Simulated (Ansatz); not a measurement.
Crystal: HfN.

```xyz
2
Lattice="0.0000 2.2560 2.2560 2.2560 0.0000 2.2560 2.2560 2.2560 0.0000" Properties=species:S:1:pos:R:3 pbc="T T T"
Hf    0.0000    0.0000    0.0000
N     2.2560    2.2560    2.2560
```

Base run:

```yaml
Program: Ansatz 0.2.0
Functional: LDA
Potentials_or_basis: Ansatz PAW
Cutoff: "420 eV (not typed: the program's choice for these potentials)"
k_mesh: 10 × 10 × 10
Occupations: fermi-dirac, width 0.05 eV
Spin: no spin polarisation
```

Its results: band gap on the k mesh none (metal or under the smearing width); pressure -8.3 GPa.

After a change of settings the same cell gave: band gap on the k mesh none (metal or under the smearing width); pressure 2.6 GPa. Which change was it?
A. functional from LDA to PBEsol
B. functional from LDA to r2SCAN; cutoff from 420 eV (not typed: the program's choice for these potentials) to 500 eV (not typed: the program's choice for these potentials)
C. functional from LDA to PBEsol; spin from no spin polarisation to spin-orbit coupling, no magnetisation; potential files from those of the base run to others of the same set

B.

Caveats: spin-orbit coupling is left out, which moves the levels of the heavy elements; the PAW data sets come from PBE, with cores solved anew for the run's functional, which leaves a small shift of forces and pressure.

Runs at the PBE level aren't shown here.
